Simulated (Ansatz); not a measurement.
Crystal: Sc.

```
Sc
1.0
     0.00000    2.26000    2.26000
     2.26000    0.00000    2.26000
     2.26000    2.26000    0.00000
Sc
1
Direct
  0.00000 0.00000 0.00000
```

This isn't the form of Sc at room conditions, which is hcp.

| Item | Value |
| --- | --- |
| Program | Ansatz 0.2.0 |
| Task | relaxation of cell and atoms |
| Functional | revPBE |
| Potentials or basis | Ansatz PAW |
| Cutoff | 420 eV (not typed: the program's choice for these potentials) |
| k mesh | 10 × 10 × 10 |
| Occupations | fermi-dirac, width 0.05 eV |
| Spin | no spin polarisation |

At the start: volume 23.09 Å³/atom.

How do energy, volume and symmetry change on relaxing?

It ends after 5 steps and the volume is 25.45 Å³/atom (+10.2 %); space group Fm-3m (No. 225, to 0.05 Å).

The path:
| step | energy change (eV) | largest force (eV/Å) | volume (Å³) |
| --- | --- | --- | --- |
| 1 | 0.0000 | 0.0000 | 23.09 |
| 2 | -0.0364 | 0.0000 | 25.83 |
| 3 | -0.0373 | 0.0000 | 25.49 |
| 4 | -0.0373 | 0.0000 | 25.45 |
| 5 | -0.0377 | 0.0000 | 25.45 |

Final structure:
```cif
data_structure
_symmetry_space_group_name_H-M 'P 1'
_symmetry_Int_Tables_number 1
_cell_length_a 3.3016
_cell_length_b 3.3016
_cell_length_c 3.3016
_cell_angle_alpha 60.000
_cell_angle_beta 60.000
_cell_angle_gamma 60.000
_cell_volume 25.45
loop_
_atom_site_label
_atom_site_type_symbol
_atom_site_fract_x
_atom_site_fract_y
_atom_site_fract_z
_atom_site_occupancy
Sc1 Sc 0.00000 0.00000 0.00000 1
```

Caveat: the plane-wave basis is chosen anew once the cell has moved, so the energies of steps on either side of that aren't comparable; the PAW data sets come from PBE, with cores solved anew for the run's functional, which leaves a small shift of forces and pressure.
